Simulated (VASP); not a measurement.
# Na (Pm-3m) in VASP: further runs, part 2 of 2

VASP 6.6.1. The steps go on from the part before.

## (3) Single point, r2SCAN

File POSCAR:

```
Na
1.0
    3.4181960653      0.0000000000      0.0000000000
    0.0000000000      3.4181960653      0.0000000000
    0.0000000000      0.0000000000      3.4181960653
Na
1
Direct
    0.0000000000      0.0000000000      0.0000000000
```

File INCAR.step1:

```
SYSTEM = Na
ALGO = Normal ; EDIFF = 1E-4
ENCUT = 520 ; GGA = PE
ISMEAR = -1 ; LASPH = .TRUE.
LCHARG = .FALSE. ; LREAL = .FALSE.
LWAVE = .TRUE. ; NBANDS = 10
NELM = 60 ; PREC = Accurate
SIGMA = 0.1
```

File INCAR.step2:

```
SYSTEM = Na
ALGO = Normal ; EDIFF = 1E-7
ENCUT = 520 ; ISIF = 2
ISMEAR = -1 ; ISTART = 1
LASPH = .TRUE. ; LCHARG = .TRUE.
LELF = .TRUE. ; LMIXTAU = .TRUE.
LREAL = .FALSE. ; LVHAR = .TRUE.
LWAVE = .FALSE. ; METAGGA = R2SCAN
NBANDS = 10 ; NELM = 60
PREC = Accurate ; SIGMA = 0.1
```

File KPOINTS:

```
k-points
0
G
  5 5 5
  0 0 0
```

Potentials or basis: VASP PAW PBE potentials, release 64 (Na_pv).

Run with:

```console
cat potpaw_PBE.64/Na_pv/POTCAR > POTCAR
cp INCAR.step1 INCAR
mpirun -np 1 vasp_std > vasp.out
cp INCAR.step2 INCAR
mpirun -np 1 vasp_std > vasp.out
```

OUTCAR:

```text
SYSTEM = Na
   EDIFF = 1E-7
   ENCUT = 520
   ISIF = 2
   ISMEAR = -1
   ISTART = 1
   LASPH = .TRUE.
   LREAL = .FALSE.
   METAGGA = R2SCAN
   NELM = 60
   PREC = Accurate

 ion  position               nearest neighbor table
   1  0.000  0.000  0.000-

  LATTYP: Found a simple cubic cell.
 ALAT       =     3.4181960653

  Lattice vectors:

 A1 = (   3.4181960653,   0.0000000000,   0.0000000000)
 A2 = (   0.0000000000,   3.4181960653,   0.0000000000)
 A3 = (   0.0000000000,   0.0000000000,   3.4181960653)

Analysis of symmetry for initial positions (statically):
=====================================================================
 Subroutine PRICEL returns:
 Original cell was already a primitive cell.

 Routine SETGRP: Setting up the symmetry group for a
 simple cubic supercell.

 Subroutine GETGRP returns: Found 48 space group operations
 (whereof 48 operations were pure point group operations)
 out of a pool of 48 trial point group operations.

The static configuration has the point symmetry O_h .

Analysis of symmetry for dynamics (positions and initial velocities):
[... 150 lines left out ...]
 k-point     1 :       0.0000    0.0000    0.0000
  band No.  band energies     occupation
      1     -26.1073      2.00000
      2     -26.1073      2.00000
      3     -26.1073      2.00000
      4      -3.1798      2.00000
      5       8.8059      0.00000
      6       8.8059      0.00000
      7      10.4821      0.00000
      8      10.4821      0.00000
      9      10.4821      0.00000
     10      13.7694      0.00000
[... 105 lines left out ...]
 k-point    10 :       0.4000    0.4000    0.4000
  band No.  band energies     occupation
      1     -26.1388      2.00000
      2     -26.1382      2.00000
      3     -26.1382      2.00000
      4       3.3055      0.00000
      5       5.5698      0.00000
      6       5.5698      0.00000
      7       6.9629      0.00000
      8       8.1101      0.00000
      9       8.1101      0.00000
     10      10.3265      0.00000

------------------------ aborting loop because EDIFF is reached ----------------------------------------

  FORCE on cell =-STRESS in cart. coord.  units (eV):
  Direction    XX          YY          ZZ          XY          YZ          ZX
  --------------------------------------------------------------------------------------
  -------------------------------------------------------------------------------------
  Total        0.0258769      0.0258769      0.0258769     -0.0000000     -0.0000000      0.0000000
  in kB        1.0380835      1.0380835      1.0380835     -0.0000000     -0.0000000      0.0000000
  external PRESSURE =       1.0380835 kB  Pullay stress =       0.0000000 kB

 VOLUME and BASIS-vectors are now :
 -----------------------------------------------------------------------------
  energy-cutoff  :      520.00
  volume of cell :       39.94
      direct lattice vectors                 reciprocal lattice vectors
     3.418196065  0.000000000  0.000000000     0.292551972  0.000000000  0.000000000
     0.000000000  3.418196065  0.000000000     0.000000000  0.292551972  0.000000000
     0.000000000  0.000000000  3.418196065     0.000000000  0.000000000  0.292551972

 POSITION                                       TOTAL-FORCE (eV/Angst)
 -----------------------------------------------------------------------------------
      0.00000      0.00000      0.00000         0.000000      0.000000      0.000000
 -----------------------------------------------------------------------------------
    total drift:                               -0.000000     -0.000000     -0.000000

  FREE ENERGIE OF THE ION-ELECTRON SYSTEM (eV)
  ---------------------------------------------------
  free  energy   TOTEN  =        -3.4166572936 eV

  energy  without entropy=       -3.3926161224  energy(sigma->0) =       -3.40463671
```

OUTCAR.step1:

```text
SYSTEM = Na
   EDIFF = 1E-4
   ENCUT = 520
   GGA = PE
   ISMEAR = -1
   LASPH = .TRUE.
   LREAL = .FALSE.
[... 330 lines left out ...]
 -----------------------------------------------------------------------------------
      0.00000      0.00000      0.00000         0.000000      0.000000      0.000000
 -----------------------------------------------------------------------------------
    total drift:                               -0.000000     -0.000000     -0.000000

  FREE ENERGIE OF THE ION-ELECTRON SYSTEM (eV)
  ---------------------------------------------------
  free  energy   TOTEN  =        -1.1837913778 eV

  energy  without entropy=       -1.1587096541  energy(sigma->0) =       -1.17125052
```

OSZICAR.step1:

```text
N       E                     dE             d eps       ncg     rms          rms(c)
DAV:   1     0.279437377810E+02    0.27944E+02   -0.37595E+03   200   0.576E+02
DAV:   2    -0.514276074152E+00   -0.28458E+02   -0.28356E+02   200   0.148E+02
DAV:   3    -0.117937832752E+01   -0.66510E+00   -0.66467E+00   256   0.248E+01
DAV:   4    -0.118607695391E+01   -0.66986E-02   -0.66982E-02   220   0.229E+00
DAV:   5    -0.118619252084E+01   -0.11557E-03   -0.11556E-03   230   0.305E-01    0.217E-01
DAV:   6    -0.118487867399E+01    0.13138E-02   -0.59007E-04   246   0.288E-01    0.148E-01
DAV:   7    -0.118380249233E+01    0.10762E-02   -0.13396E-03   246   0.357E-01    0.183E-02
DAV:   8    -0.118379137781E+01    0.11115E-04   -0.73937E-05   128   0.140E-01
   1 F= -.11837914E+01 E0= -.11712505E+01  d E =-.250817E-01
```

It took 14 s on 1 thread of Intel Xeon Platinum 8488C (Sapphire Rapids), shared host; peak memory 0.15 GiB.

Results:

```
Free energy            : -3.4167 eV
Pressure               : 0.1 GPa
Band gap on the k mesh : none (metal or under the smearing width)
```

Caveat: the k mesh is coarse (spacing up to 0.37 Å⁻¹), so the values aren't converged; the PAW data sets were made with another functional, which shifts forces and pressure a little.
